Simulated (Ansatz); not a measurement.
## LaAlO3: carrier doping

The parent structure is LaAlO$_{3}$ in the cubic perovskite structure (space group Pm-3m, No. 221; a = 3.7869 Å).

Carriers are added at fixed cell with a uniform background; the Fermi–Dirac width is that of 300 K.

Calculations: r2SCAN (Ansatz, an electronic-structure program), no spin-orbit coupling.

Notes on the quantities. Fermi level from band edge: Fermi level relative to the doped band's edge (positive inside the band; to 0.05 eV).

```json
[
 {"electron density (10^21 cm⁻³)": "5", "Fermi level from band edge (eV)": "0.85"},
 {"electron density (10^21 cm⁻³)": "7", "Fermi level from band edge (eV)": "?"},
 {"electron density (10^21 cm⁻³)": "10", "Fermi level from band edge (eV)": "1.25"},
 {"electron density (10^21 cm⁻³)": "20", "Fermi level from band edge (eV)": "1.90"}
]
```

### Question
Fit E_F = C n^s, fitted as a line in log–log form (a parabolic band gives s = 2/3) to the rows shown and predict the withheld row.

### Answer
Least squares on the printed values gives C = 0.33 eV, s = 0.58 (largest residual 0.01 eV); this predicts 1.03 eV, and the run gives 1.05 eV, in agreement.

Carriers are added with a uniform compensating background; total energy and stress of such cells depend on the potential's zero and are not compared; many-body gap narrowing is missing at this level. Stability against distortions was not tested. Many cubic perovskites are stable only at high temperature; tilts and polar distortions were not tested.
